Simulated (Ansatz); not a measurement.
## CsCl (Pm-3m): phonons

Computed with r²SCAN, PAW on Ansatz 0.2.0's default frozen-core files (fitted under PBE), scalar-relativistic; not a measurement.

The cell comes from a PAW relaxation under the same functional.

Command line:

```sh
ansatz run input.yaml --threads 1 --pin off --max-ram 3072MiB --backend cpu --events-out ev --progress --plain --runs-dir out
```

Input file:

```yaml
crystal:
  lattice:
    - [4.14017536382, 0.0, 0.0]
    - [0.0, 4.14017536382, 0.0]
    - [0.0, 0.0, 4.14017536382]
  atoms:
    - { symbol: Cs, position: [0.0, 0.0, 0.0] }
    - { symbol: Cl, position: [0.5, 0.5, 0.5] }
kpoints:
  mp_grid: { grid: [6, 6, 6] }
scf:
  occupations: { method: fixed }
hamiltonian:
  xc: r2scan
  pseudopotentials: { kind: paw }
phonons:
  qmesh: [2, 2, 2]
  qpath:
    path:
      - [0.0, 0.0, 0.0]
      - [0.0, 0.5, 0.0]
      - [0.5, 0.5, 0.0]
      - [0.0, 0.0, 0.0]
      - [0.5, 0.5, 0.5]
      - [0.0, 0.5, 0.0]
      - [0.5, 0.5, 0.5]
      - [0.5, 0.5, 0.0]
    npoints: 6
  temperatures: { t_min: 0, t_max: 1000, t_step: 100 }
```

Output:

```
Warning: RAYON_NUM_THREADS=1 ignored (pool sized by the plan → 1); use --threads N
Engine: ansatz 0.2.0, x86_64-unknown-linux-gnu
Pseudopotentials: kind: paw
Pseudopotential: Cs, paw, valence charge 9, recommended cutoff 500 eV (meta_gga), Cs.paw.azcp
Pseudopotential: Cl, paw, valence charge 7, recommended cutoff 500 eV (meta_gga), Cl.paw.azcp
Functional definition: r2SCAN
  parameter k0 = 0.174
  parameter k1 = 0.065
  parameter a1 = 4.9479
  exchange = r2scan_x(k0 = k0, k1 = k1, a1 = a1)
  correlation = r2scan_c
Crystal: 4 atoms, lattice volume = 141.934 Å³
Basis set: ecut = 500 eV, 3563 PW (Γ), FFT grids on a1, a2, a2+a3, exchange–correlation on 256×360×360 points (512 copies of the dense FFT grid, shifted against one another)
Bands: 20, of which v1, the nominal top of the filled ones, is band 16 counted from 1 (15 counted from 0)
Symmetry: 32 space group operations
k-points: 24 of 108
Non-local potential: Cs, projectors of the file, l = 0: 3, l = 1: 2, l = 2: 2, l = 3: 2
Non-local potential: Cl, projectors of the file, l = 0: 2, l = 1: 2, l = 2: 2
PAW form: soft (Blöchl's): semilocal exchange-correlation on the pseudo side does not see the compensation charge
[... 166 lines left out ...]
  symmetry images taken by strict's conditions (phonons.symmetry_images: auto; settled by no image being taken that strict refuses)
  supercell 2 (2 cells, vectors [1, 0, 0], [0, 1, 0], [0, 0, 2] in multiples of the cell's): 2 displaced members by 0.0025 Å; free energy -13547.877174 eV; taken off its force constants: by the sum rule 7.2e-4, by the ...
  symmetry images taken by strict's conditions (phonons.symmetry_images: auto; settled by no image being taken that strict refuses)
  supercell 3 (2 cells, vectors [0, 1, -1], [-1, 1, 0], [0, 0, 2] in multiples of the cell's): 2 displaced members by 0.0025 Å; free energy -13547.877174 eV; taken off its force constants: by the sum rule 5.7e-4, by the ...
  symmetry images taken by strict's conditions (phonons.symmetry_images: auto; settled by no image being taken that strict refuses)
  q = [0.0000, 0.0000, 0.0000] (star 1, supercell 1; hermiticity 0.00e0, symmetrization 8.76e-6): -0.00 -0.00 -0.00 94.66 94.66 94.66
  q = [0.0000, 0.0000, -0.5000] (star 3, supercell 2; hermiticity 1.39e-16, symmetrization 1.56e-16): 39.66 39.66 82.81 90.27 90.27 146.82
  q = [0.0000, -0.5000, -0.5000] (star 3, supercell 1; hermiticity 9.71e-17, symmetrization 5.81e-16): 35.46 61.02 61.02 82.59 117.00 117.00
  q = [-0.5000, -0.5000, -0.5000] (star 1, supercell 3; hermiticity 8.51e-17, symmetrization 9.43e-16): 62.41 62.41 62.41 119.68 119.68 119.68
  joined force constants: q→R imaginary residual 1.20e-17
  density of states and harmonic sums: on the 16×16×16 q-mesh, interpolated from the force constants of a 2×2×2 supercell (with the dipole–dipole term)
  largest difference from the sums on the solved wave vectors: F 8.90e-2 eV, S 1.21e-4 and C_V 3.22e-5 eV/K
```

Self-consistency was reached.

**Field response**

Linear response of an insulating crystal by Kohn-Sham DFT to a field and to zone-centre displacements, local fields included; Born charges neutralised; LO modes for wave vectors along x and z; Cartesian axes as in the input.

* Dielectric electronic (x, y, z): 2.701, 2.701, 2.701
* Highest phonon with field along x: 156.7 cm⁻¹
* Highest phonon with field along z: 156.7 cm⁻¹
* Highest phonon without field: 94.66 cm⁻¹

```csv
atom,born charge xx (e),born charge yy (e),born charge zz (e)
Cs1,1.305,1.305,1.305
Cl2,-1.305,-1.305,-1.305
```

### Zone-centre phonons

Harmonic phonons of a crystal by Kohn-Sham DFT at the given cell, standard atomic masses, acoustic sum rule imposed; negative wavenumbers are unstable modes; optical zone-centre levels upwards with Mulliken labels, activity, and the element with most of the kinetic energy.

| Item | Value |
| --- | --- |
| Point group | m-3m |

```
number  phonon wavenumber (cm⁻¹)  label  infrared  raman  lead element
     1                      94.7    T1u       yes     no            Cl
```

**Harmonic thermodynamics**

Sums over wave vectors interpolated from the q mesh.

| Property | Result |
| --- | --- |
| Zero point energy | 15.08 meV/atom |

```
temperature (K)  phonon heat capacity (k_B/atom)  phonon entropy (k_B/atom)  phonon free energy (meV/atom)
            100                            2.645                       3.02                           3.13
            200                            2.903                       4.96                         -32.09
            300                            2.956                       6.15                         -80.29
            400                            2.975                      7.003                         -137.1
            500                            2.984                      7.668                         -200.4
            600                            2.989                      8.212                         -268.9
            700                            2.992                      8.673                         -341.8
            800                            2.993                      9.073                         -418.2
            900                            2.995                      9.425                           -498
           1000                            2.996                      9.741                         -580.6
```

Limits of these numbers: frozen-core PAW files fitted under PBE, their cores solved anew for the functional of the run; no LO-TO term at the zone centre; coarse q mesh.

Cost: 7.5 min on 1 thread of Intel(R) Xeon(R) Platinum 8488C (Sapphire Rapids), on a shared host, peak memory 2.5 GiB.
